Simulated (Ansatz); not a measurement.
# Ni (simple hexagonal type): how the settings move a single-point run

How sensitive is a single-point run of Ni (simple hexagonal type) to its settings? A reference run comes first, then one run with altered input.

Computed with Ansatz 0.2.0 (reference: DFT, PBE, PAW with Ansatz's default frozen-core files, scalar-relativistic, unless a step's input says otherwise).

1 further run of the same task is left out (it didn't finish).

## 1. Starting point

The structure is hexagonal, space group P6/mmm (No. 191). Conventional cell: a = 2.413 Å, b = 2.413 Å, c = 2.352 Å, α = 90.00°, β = 90.00°, γ = 120.00°. Ni (site symmetry 6/mmm) has 8 Ni at 2.35 to 2.41 Å as nearest neighbours.

Coordinates:

```xyz
1
Lattice="2.4129 0.0000 0.0000 -1.2065 2.0896 0.0000 0.0000 0.0000 2.3515" Properties=species:S:1:pos:R:3 pbc="T T T"
Ni    0.0000    0.0000    0.0000
```

## 2. Baseline

input.yaml

```yaml
crystal:
  lattice:
    - [2.4129102046, 0.0, 0.0]
    - [-1.2064551023, 2.0896415342, 0.0]
    - [0.0, 0.0, 2.3515256274]
  atoms:
    - { symbol: Ni, position: [0.0, 0.0, 0.0], spin: 1.0 }
magnetization:
  spin_polarized: true
kpoints:
  mp_grid: { grid: [18, 18, 17] }
  band_path:
    path:
      - [0.0, 0.0, 0.0]
      - [0.5, 0.0, 0.0]
      - [0.3333333333, 0.3333333333, 0.0]
      - [0.0, 0.0, 0.0]
      - [0.0, 0.0, 0.5]
      - [0.5, 0.0, 0.5]
      - [0.3333333333, 0.3333333333, 0.5]
      - [0.0, 0.0, 0.5]
      - [0.5, 0.0, 0.5]
    npoints: 8
scf:
  occupations: { method: fermi_dirac, width: 0.1 }
hamiltonian:
  xc: pbe
  pseudopotentials: { kind: paw }
output:
  forces: true
  stress: true
  eigenvalues: true
  populations: true
  dos: { projected: true, de: 0.2, e_range: [-14, 8] }
```

On the command line:

```console
ansatz run input.yaml --threads 1 --pin off --max-ram 3072MiB --backend cpu --events-out ev --progress --plain --runs-dir out
```

## 3. Changed: occupations.width 0.01, n_extra_bands 8

Edit input.yaml of step 2 so:

```diff
@@ -24,3 +24,4 @@
 scf:
-  occupations: { method: fermi_dirac, width: 0.1 }
+  occupations: { method: fermi_dirac, width: 0.01 }
+  n_extra_bands: 8
 hamiltonian:
@@ -33,2 +34 @@
   populations: true
-  dos: { projected: true, de: 0.2, e_range: [-14, 8] }
```

Before running it: what results should come out? Wanted: for each run, ending; energy change; pressure; abs. moment; force.

As calculated:

```csv
run,ending,energy change,pressure (GPa),abs. moment (μB),force (eV/Å),cycles,time
reference,converged,0,0.0,0.55,0.00,14,12 s
"1: occupations.width 0.01, n_extra_bands 8",converged,+0.7 meV/atom (σ→0),-0.2,0.64,0.00,15,16 s
```

Times don't compare one to one where runs were asked for different outputs or read a saved state (see the inputs); cycles may leave out searches for a lower state.

Residual by cycle in the longest SCF loop of each run; runs are numbered as in the table. The quantity is the density residual dr2, in eV.

```csv
cycle,reference,run 1
1,0.349,0.379
2,0.0454,0.0627
4,0.0291,0.0461
5,0.00678,0.17
6,0.0186,0.00274
7,0.00676,3.9e-4
9,7.4e-5,5.5e-6
10,2.5e-5,3.3e-7
11,9.0e-8,5.2e-8
12,8.5e-8,1.2e-8
14,5.0e-10,2.7e-8
15,-,1.8e-9
```

Changing the smearing and band count moves the energy by +0.7 meV/atom (σ→0 values), and the absolute moment goes from 0.55 to 0.64 μB.
